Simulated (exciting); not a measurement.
SiC (Moissanite 3C):

```
Si C
1.0
     0.00000    2.17900    2.17900
     2.17900    0.00000    2.17900
     2.17900    2.17900    0.00000
Si C
1 1
Cartesian
  0.0000 0.0000 0.0000
  3.2685 3.2685 3.2685
```

Base run:

- Program: exciting (release sodium)
- Functional: LDA
- Potentials or basis: all-electron LAPW+lo, shipped species files, valence relativity iora*
- rgkmax: 7.5
- k mesh: 10 × 10 × 10
- Occupations: fermi-dirac, width 0.05 eV
- Spin: no spin polarisation

Its results: band gap on the k mesh 1.32 eV, indirect (least direct gap 4.51 eV).

Problem. The run is repeated on the same cell with these changes: functional from LDA to PBEsol. What comes out?

Solution. Band gap on the k mesh 1.24 eV, indirect (least direct gap 4.46 eV).
